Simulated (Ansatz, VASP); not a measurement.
# TiB2 in VASP and in Ansatz

```
CELL_PARAMETERS angstrom
3.02920 0.00000 0.00000
-1.51460 2.62336 0.00000
0.00000 0.00000 3.22840
ATOMIC_POSITIONS crystal
Ti 0.00000 0.00000 0.00000
B 0.66667 0.33333 0.50000
B 0.33333 0.66667 0.50000
```

Alike in both runs: functional BLYP; k mesh 10 × 10 × 8; occupations fermi-dirac, width 0.05 eV; no spin polarisation.

```csv
,VASP,Ansatz
version,VASP 6.6.1,Ansatz 0.2.0
potentials or method,"VASP PAW PBE potentials, release 64 (Ti_sv, B)",Ansatz PAW
plane-wave cutoff (eV),520,420
valence electrons in the cell,18,18
task,single point,band structure
```

|  | VASP | Ansatz | Ansatz less VASP |
| --- | --- | --- | --- |
| gap on the k mesh at the Fermi level (eV) | none | none | - |
| pressure (GPa) | 6.9 | 6.6 | -0.35 |
| largest component of the traceless stress (GPa) | 3.24 | 3.12 | -0.118 |

A gap of «none» marks a metal or a gap that the smearing closes.

Caveats: the PAW data sets were made with another functional, which shifts forces and pressure a little (VASP); the PAW data sets come from PBE, with cores solved anew for the run's functional, which leaves a small shift of forces and pressure (Ansatz).
